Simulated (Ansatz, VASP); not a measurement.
Two plane-wave programs on Ta

```
CELL_PARAMETERS angstrom
2.59469 0.00000 0.00000
0.00000 2.59469 0.00000
0.00000 0.00000 2.59469
ATOMIC_POSITIONS crystal
Ta 0.00000 0.00000 0.00000
```

Alike in both runs: task single point; functional PBEsol; k mesh 13 × 13 × 13; occupations fermi-dirac, width 0.1 eV; no spin polarisation.

|  | VASP | Ansatz |
| --- | --- | --- |
| version | VASP 6.6.1 | Ansatz 0.2.0 |
| potentials or method | VASP PAW PBE potentials, release 64 (Ta_pv) | plane waves (420 eV) with PAW, scalar-relativistic |
| plane-wave cutoff (eV) | 520 | 420 |
| valence electrons in the cell | 11 | 13 |

```csv
,VASP,Ansatz,Ansatz less VASP
pressure (GPa),25.8,25.3,-0.53
```

The two sets of potentials don't hold the same shells in valence. Ansatz warned: «pseudo_functional_mismatch».

Caveats: so large a pressure means that the cell lies far from this level's equilibrium, or that cutoff or potentials fall short (VASP); the potentials were made for another functional, which shifts forces and pressure (VASP). Spin-orbit coupling is left out, which matters for the levels of Ta.
